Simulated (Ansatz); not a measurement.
Input and command of a plane-wave DFT calculation in Ansatz:

```yaml
crystal:
  lattice:
    - [4.5467995731, 0.0, 0.0]
    - [-2.2733997865, 3.9376439362, 0.0]
    - [0.0, 0.0, 7.1234248789]
  atoms:
    - { symbol: Pb, position: [0.0, 0.0, 0.0] }
    - { symbol: I, position: [0.3333333333, 0.6666666667, 0.2602970455] }
    - { symbol: I, position: [0.6666666667, 0.3333333333, 0.7397029545] }
basis:
  ecutwfc: 500
kpoints:
  mp_grid: { grid: [6, 6, 4] }
hamiltonian:
  xc: r2scan
scf:
  occupations: { method: gaussian, width: 0.02 }
output:
  forces: true
  stress: true
  eigenvalues: true
relax:
  adjacent_minimum: "off"
  f_tol: 0.01
  max_steps: 30
  cell: { stress_tol: 0.1, fix: [volume] }
```

```bash
ansatz run input.yaml --threads 1 --pin off --max-ram 2560MiB --backend cpu --events-out ev --progress --plain --runs-dir out
```

Processor: Arm Neoverse V2, 1 thread, on a host shared with other jobs.

Task: Estimate time, memory and problem size.

Result: About 46 s on 1 thread of Arm Neoverse V2, on a shared host, peak memory 0.73 GiB. It solves 29 bands at 24 k points (the mesh reduced by the symmetry that the task leaves, which can be less than the crystal's) with about 3259 plane waves, in 23 SCF iterations over 4 ionic steps.
